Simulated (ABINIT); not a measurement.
Here is an ABINIT 10.8.3 (patched build) calculation.

Contents of run.abi:

```
# Datasets: ground state, then fixed potential
ndtset 2

# Pseudopotentials
pp_dirpath "./"
pseudos "Sn.GGA_PBE-JTH.xml"

# Structure
acell 8.64103205 8.64103205 8.64103205
rprim
     0.0000000000     0.7071067812     0.7071067812
     0.7071067812     0.0000000000     0.7071067812
     0.7071067812     0.7071067812     0.0000000000
ntypat 1
znucl 50
natom 2
typat 1 1
xred
     0.7500000000     0.7500000000     0.7500000000
     0.5000000000     0.5000000000     0.5000000000

# Plane-wave basis
ecut 15.0
pawecutdg 30.0

# Exchange and correlation
ixc 27

# Bands and occupations
occopt 3
tsmear 0.05 eV

# Spin
nspinor 2
nspden 1
pawspnorb 1

# SCF cycle
nstep 100

# Output
iomode 3
prtwf 0
prteig 0
prtebands 0
enunit 1
prtden1 1

# Dataset 1
kptopt1 4
ngkpt1 7 7 7
nshiftk1 1
shiftk1 0.0 0.0 0.0
nband1 36
tolvrs1 1.0e-9

# Dataset 2: bands along G-X-W-K-G-L-U-W-L-K
iscf2 -2
getden2 1
nband2 44
nbdbuf2 2
tolwfr2 1.0e-12
kptopt2 -9
ndivsm2 6
prteig2 1
kptbounds2
     0.0000000000     0.0000000000     0.0000000000
     0.5000000000     0.0000000000     0.5000000000
     0.5000000000     0.2500000000     0.7500000000
     0.3750000000     0.3750000000     0.7500000000
     0.0000000000     0.0000000000     0.0000000000
     0.5000000000     0.5000000000     0.5000000000
     0.6250000000     0.2500000000     0.6250000000
     0.5000000000     0.2500000000     0.7500000000
     0.5000000000     0.5000000000     0.5000000000
     0.3750000000     0.3750000000     0.7500000000
```

Potentials or basis: JTH PAW PBE v2.0.

The run is started by

```console
$ abinit run.abi > log 2>&1
```

Estimate the band gap on the k mesh.

none (metal or under the smearing width).

Levels at the corners of the path, in eV from the Fermi level:
| point | band 26 | band 27 | band 28 | band 29 | band 30 | band 31 |
| --- | --- | --- | --- | --- | --- | --- |
| Γ | -0.48 | 0.19 | 0.19 | 0.19 | 0.19 | 1.81 |
| X | -2.55 | -2.55 | -2.55 | 1.03 | 1.03 | 1.03 |
| W | -3.15 | -2.97 | -2.97 | 3.26 | 3.26 | 3.58 |
| K | -3.38 | -2.19 | -2.19 | 1.27 | 1.27 | 3.46 |
| Γ | -0.48 | 0.19 | 0.19 | 0.19 | 0.19 | 1.81 |
| L | -1.45 | -1.02 | -1.02 | 0.06 | 0.06 | 3.16 |
| U | -3.38 | -2.19 | -2.19 | 1.27 | 1.27 | 3.46 |
| W | -3.15 | -2.97 | -2.97 | 3.26 | 3.26 | 3.58 |
| L | -1.45 | -1.02 | -1.02 | 0.06 | 0.06 | 3.16 |
| K | -3.38 | -2.19 | -2.19 | 1.27 | 1.27 | 3.46 |
